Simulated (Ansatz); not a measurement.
Ge:

```
Ge
1.0
     0.00000    2.88574    5.11566
     2.63050    0.00000    5.11566
     2.63050    2.88574    0.00000
Ge
4
Direct
  0.72649 0.27351 0.72649
  0.27351 0.72649 0.27351
  0.21813 0.21813 0.78187
  0.78187 0.78187 0.21813
```

This isn't the form of Ge at room conditions, which is diamond.

A run of Ansatz 0.2.0 on this cell left the log below. Logs are shortened: lines on timing, memory, paths and dates and some standing lists are left out, and cuts for length are marked.

```text
Warning: RAYON_NUM_THREADS=2 ignored (pool sized by the plan → 2); use --threads N
scf.n_extra_bands = 10 over 28 filled bands (N_el = 56.0): the run solves 38 bands
Engine: ansatz 0.2.0, aarch64-unknown-linux-gnu
Pseudopotentials: kind: paw
Pseudopotential: Ge, paw, valence charge 14, recommended cutoff 420 eV (normal), Ge.paw.azcp
Functional definition: RPBE
  parameter kappa = 0.804
  parameter beta = 0.06672455060314922
  exchange = rpbe_x(kappa = kappa, mu = beta*pi^2/3)
  correlation = pbe_c(beta = beta)
Crystal: 4 atoms, lattice volume = 77.665 Å³
Basis set: ecut = 420 eV, 1525 PW (Γ), exchange–correlation on 80×80×54 points (8 copies of the dense FFT grid, shifted against one another)
Bands: 38, of which v1, the nominal top of the filled ones, is band 28 counted from 1 (27 counted from 0)
Symmetry: 8 space group operations
Space group: Fmmm (ITA 69), of the structure as read, at distance tolerance 4.3e-5 Å
k-points: 27 of 125
Non-local potential: Ge, projectors of the file, l = 0: 2, l = 1: 2, l = 2: 3, l = 3: 1
PAW form: soft (Blöchl's): semilocal exchange-correlation on the pseudo side does not see the compensation charge
PAW frozen core: Ge, regenerated for the run's functional, and the local potential with it (the file was generated under x = pbe(κ = 0.804, μ = 0.2195149727645171), c = pbe(β = 0.06672455060314922))
PAW one-centre angular grid: Ge, 590 points (default); XC on 64 Gauss nodes
Initial density: superposition of atomic densities (neutral atoms: chi_scale 0, normalization atom), corrected by the library's trained network
Initial wavefunctions: pseudopotential atomic-orbital guess
Functional: x = rpbe, c = pbe(β = 0.06672455060314922)
SCF iter   1: F=—  HF=-17201.726685 eV  |F-HF|=—  |Δ(HF+E_count)|=         —  Δρ=3.39e-3  dr2=5.64e-3  ethr=1.77e-3  ⟨swp⟩=5.6  Hψ=3953  notcnv=0  defer=17
preconditioner: auto → Resta (q_TF=auto, 2.584 Å⁻¹)  ε∞=2.7  [insulator: Δε(μ)=0.150 eV  Ē_g=24.265 eV  σ=0.050 eV  W_gap=0.56  n_scr=28 (ndim 8)  ℏωp=31.5 eV  f_vac=0.000  D(μ)=2.57/eV (n_scr^D=14)  ε∞_Penn≈2.7]
SCF iter   2: F=—  HF=-17201.724157 eV  |F-HF|=—  |Δ(HF+E_count)|=   2.53e-3  Δρ=1.53e-3  dr2=1.62e-3  ethr=1.01e-5  ⟨swp⟩=2.0  Hψ=1794  notcnv=0  defer=41
SCF iter   3: F=—  HF=-17201.723977 eV  |F-HF|=—  |Δ(HF+E_count)|=   1.80e-4  Δρ=7.99e-4  dr2=3.88e-4  ethr=2.89e-6  ⟨swp⟩=2.0  Hψ=1701  notcnv=0  defer=41
SCF iter   4: F=—  HF=-17201.723943 eV  |F-HF|=—  |Δ(HF+E_count)|=   3.39e-5  Δρ=7.59e-5  dr2=4.78e-6  ethr=6.93e-7  ⟨swp⟩=2.1  Hψ=1218  notcnv=0  defer=41
SCF iter   5: F=—  HF=-17201.723934 eV  |F-HF|=—  |Δ(HF+E_count)|=   9.19e-6  Δρ=3.41e-5  dr2=6.75e-7  ethr=8.53e-9  ⟨swp⟩=2.0  Hψ=1702  notcnv=0  defer=41
SCF iter   6: F=—  HF=-17201.723934 eV  |F-HF|=—  |Δ(HF+E_count)|=   5.99e-7  Δρ=1.24e-5  dr2=2.44e-7  ethr=1.79e-10  ⟨swp⟩=7.8  Hψ=4912  notcnv=0
SCF iter   7: F=-17201.723934 eV  HF=-17201.723934 eV  |F-HF|=6.94e-9  |Δ(HF+E_count)|=   6.10e-8  Δρ=3.06e-6  dr2=5.31e-9  ethr=1.79e-10  ⟨swp⟩=4.1  Hψ=2904  notcnv=0
SCF 1 converged in 7 iterations: F = -17201.723934 eV  dr2 = 5.31e-9
  greatest PAW one-centre occupation: 0.998 electrons in one spin orbital (limit 2), on the Ge atom at site 3 (counted from 0), in its partial waves of l = 2
NSCF: frozen V_eff on 187 k-points
SCF converged after 7 iterations
Free energy (F): -17201.723934 eV
Harris-Foulkes:  -17201.723934 eV  (|F-HF|=6.94e-9)
Internal energy: -17201.702419 eV  (E = F + TS)
E sigma→0 (E₀):  -17201.713177 eV
Entropy (-TS):   -0.021515 eV (-5.379 meV/atom)
Fermi energy:    10.530224 eV
--- Per-component energies (eV) ---
  E_band       = -474.616886
  E_kinetic    = 440.508953
  E_local      = -8736.601290  (includes V_loc(G=0)·N_el)
  E_nonlocal   = 1663.577276
  E_hartree    = 3821.834988
  E_xc         = -301.683173
  E_vxc        = -256.550964  (∫ρ·V_xc dr)
  E_paw        = -8092.478458  (= ΣΔE_a)
  E_vpaw       = -1229.224384  (= ΣTr[D̂ρ^β])
  E_aug_tail   = 0.001309  (compensation charges beyond the density's cutoff)
  E_ewald      = -5996.134398
  E_core_change = -0.727626  (= ΣΔE_core)
  E_smearing   = -0.021515  (= −TS)
  E_closure    = 0.000000  (closes the sum)
  Σ components = -17201.723934   (vs F -17201.723934, Δ=0.00e0)
--- Forces (eV/Å), atoms counted from 1 ---
  atom   1  Ge     0.00000000    -0.04031326     0.00000000
  atom   2  Ge     0.00000000     0.04031326     0.00000000
  atom   3  Ge     0.00000000     0.00000000    -0.07036101
  atom   4  Ge     0.00000000     0.00000000     0.07036101
  max |Σ_I F_I| component: 0.00e0 eV/Å
--- Stress (GPa, compression-positive) ---
        1.815983       0.000000       0.000000
        0.000000       1.330287       0.000000
        0.000000       0.000000       1.259421
  P = ⅓ Tr σ = 1.4686 GPa (14.686 kbar)
--- Band table (eV; the first three rows and the last of 27) ---
  k-point 0: bands = ["-14.1442", "-14.1217", "-14.0801", "-14.0690", "-14.0681", "-14.0654", "-14.0534", "-14.0380", "-14.0294", "-14.0039", "-13.9965", "-13.9954", "-13.9688", "-13.9576", "-13.9150", "-13.9075", "-13.8998", "-13.8992", "-13.8845", "-13.8052", "-2.3290", "2.2731", "4.4184", "6.8975", "7.7662", "8.2919", "8.6504", "8.7902", "8.9947", "13.5359", "14.2832", "14.7054", "16.8760", "17.6381", "17.8446", "18.0289", "18.5245", "19.1236"]
  k-point 1: bands = ["-14.1265", "-14.1072", "-14.0772", "-14.0708", "-14.0641", "-14.0606", "-14.0512", "-14.0214", "-14.0138", "-14.0116", "-13.9922", "-13.9859", "-13.9739", "-13.9595", "-13.9259", "-13.9210", "-13.9082", "-13.9021", "-13.8986", "-13.8288", "-1.8884", "2.2204", "4.2262", "5.1766", "6.3532", "8.5967", "9.2027", "10.1474", "10.6371", "12.8737", "15.0187", "15.3650", "15.6845", "16.2358", "16.7408", "17.5891", "17.7733", "19.6611"]
  k-point 2: bands = ["-14.0951", "-14.0838", "-14.0765", "-14.0662", "-14.0491", "-14.0364", "-14.0345", "-14.0260", "-14.0049", "-14.0022", "-13.9815", "-13.9767", "-13.9674", "-13.9602", "-13.9487", "-13.9410", "-13.9332", "-13.9175", "-13.9141", "-13.8815", "-0.5753", "1.5736", "2.4690", "3.9174", "7.7854", "9.0445", "10.3311", "10.6683", "11.9688", "12.2844", "12.6887", "13.0581", "14.2607", "16.0529", "17.0409", "17.2472", "18.9249", "20.4981"]
  k-point 26: bands = ["-14.1161", "-14.1040", "-14.0737", "-14.0657", "-14.0573", "-14.0522", "-14.0270", "-14.0219", "-14.0159", "-14.0051", "-14.0001", "-13.9912", "-13.9750", "-13.9661", "-13.9378", "-13.9276", "-13.9234", "-13.9123", "-13.8988", "-13.8294", "-0.7709", "-0.3264", "3.6147", "6.4971", "8.7476", "9.4009", "10.4177", "10.9542", "11.0781", "11.9807", "12.7064", "14.1702", "14.5831", "15.0099", "16.1799", "16.4072", "17.2840", "18.3788"]
```

Question: Write the input and the command behind it.

Answer: Band structure with RPBE, no spin polarisation. The files as run (others can give the same):

input.yaml
```yaml
crystal:
  lattice:
    - [0.0, 2.88574, 5.115665]
    - [2.630497, 0.0, 5.115665]
    - [2.630497, 2.88574, 0.0]
  atoms:
    - { symbol: Ge, position: [0.72649, 0.27351, 0.72649] }
    - { symbol: Ge, position: [0.27351, 0.72649, 0.27351] }
    - { symbol: Ge, position: [0.218133, 0.218133, 0.781867] }
    - { symbol: Ge, position: [0.781867, 0.781867, 0.218133] }
hamiltonian:
  xc: rpbe
  pseudopotentials: { kind: paw }
kpoints:
  mp_grid: { grid: [5, 5, 5] }
  band_path:
    path:
      - [[0.0, 0.0, 0.0], [0.5, 0.0, 0.5], [0.5, 0.1083705569, 0.6083705569], [0.0286819066, 0.5, 0.5286819066], [0.0, 0.5, 0.5], [0.0, 0.0, 0.0], [0.5, 0.5, 0.0], [0.9713180934, 0.5, 0.4713180934], [0.9098640972, 0.4098640972, 0.5], [0.5, 0.1083705569, 0.6083705569]]
      - [[0.5, 0.8916294431, 0.3916294431], [0.5, 0.5, 0.0]]
      - [[0.0, 0.5, 0.5], [0.0901359028, 0.5901359028, 0.5]]
      - [[0.9098640972, 0.4098640972, 0.5], [0.5, 0.0, 0.5]]
      - [[0.5, 0.5, 0.5], [0.0, 0.0, 0.0]]
    npoints: 14
scf:
  occupations: { method: fermi_dirac, width: 0.05 }
  n_extra_bands: 10
output:
  forces: true
  stress: true
  eigenvalues: true
  fatbands: false
```

Potentials or basis: Ansatz PAW.
The run is started by
```bash
$ ansatz run input.yaml --threads 2 --pin off --max-ram 5632MiB --backend cpu --events-out ev --progress --plain --runs-dir out
```

Caveat: the PAW data sets come from PBE, with cores solved anew for the run's functional, which leaves a small shift of forces and pressure.
